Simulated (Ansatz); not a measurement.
A 3-atom cell of K2S started from a crystallographic database, relaxed with r2SCAN, was run in the PAW code Ansatz under altered settings. All numbers are computed, without spin polarisation but where a row says otherwise.

```yaml
crystal:
  lattice:
    - [0.00000, 3.70272, 3.70272]
    - [3.70272, 0.00000, 3.70272]
    - [3.70272, 3.70272, 0.00000]
  atoms:
    - { symbol: K, position: [0.25000, 0.25000, 0.25000] }
    - { symbol: K, position: [0.75000, 0.75000, 0.75000] }
    - { symbol: S, position: [0.00000, 0.00000, 0.00000] }
```

The base run's other keys:
```yaml
kpoints:
  mp_grid: { grid: [4, 4, 4] }
hamiltonian:
  xc: hse06
scf:
  occupations: { method: fixed }
  n_extra_bands: 4
```

It takes 11 iterations with 1989 plane waves at 420 eV and 8 k points, and leaves a mean stress of +0.14 GPa. The gap over this mesh is 3.309 eV.

Outcomes, with energy and stress as changes against the base:
```tsv
setting	outcome	ΔF (meV/atom)	Δ mean stress (GPa)	gap on the mesh (eV)	iterations
PBE hybrid, exx coeff 0.05, unscreened	converged	–	+0.2	2.699	9
PBE hybrid, exx coeff 0.05, omega 0.3 1/Å	converged	–	+0.3	2.522	9
PBE hybrid, exx coeff 0.35, omega 0.2078 1/Å	converged	–	-0.1	3.696	11
scf.exx.singularity: wigner_seitz	converged	0.0	0.0	3.309	11
scf.convergence.dr2_threshold: 0.0001	converged, warned	0.0	0.0	3.309	11
kpoints.mp_grid.grid: [3, 3, 3]	converged	+0.7	0.0	3.336	11
```
A dash marks a value that wasn't obtained or can't be compared. Stress is positive in compression.

- PBE hybrid, exx coeff 0.05, unscreened. That is 5 % exact exchange, at all ranges, against HSE06's 25 % screened at 0.208 1/Å. The mean stress moves by +0.2 GPa and the gap on the mesh by -0.611 eV (to 2.699). Totals of different functionals aren't comparable.
- PBE hybrid, exx coeff 0.05, omega 0.3 1/Å. That is 5 % exact exchange, screened with ω = 0.3 1/Å, against HSE06's 25 % screened at 0.208 1/Å. The mean stress moves by +0.3 GPa and the gap on the mesh by -0.787 eV (to 2.522). Totals of different functionals aren't comparable.
- PBE hybrid, exx coeff 0.35, omega 0.2078 1/Å. That is 35 % exact exchange, screened with ω = 0.2078 1/Å, against HSE06's 25 % screened at 0.208 1/Å. The mean stress moves by -0.1 GPa and the gap on the mesh by +0.387 eV (to 3.696). Totals of different functionals aren't comparable.
- scf.convergence.dr2_threshold: 0.0001. It converges in 11 iterations, as the base does. Even so loose a threshold leaves the results unchanged here, which can't be counted on. Warned: force scf threshold loose.
- kpoints.mp_grid.grid: [3, 3, 3]. The free energy moves by +0.7 meV an atom, the mean stress by 0.0 GPa and the gap on the mesh by +0.027 eV (to 3.336). The mesh is too coarse.

Within 1 meV an atom, 0.1 GPa and 0.005 eV of the base stay: scf.exx.singularity: wigner_seitz; scf.convergence.dr2_threshold: 0.0001.

The meshes of the hybrids are coarse, so their gaps aren't converged to the digits shown.
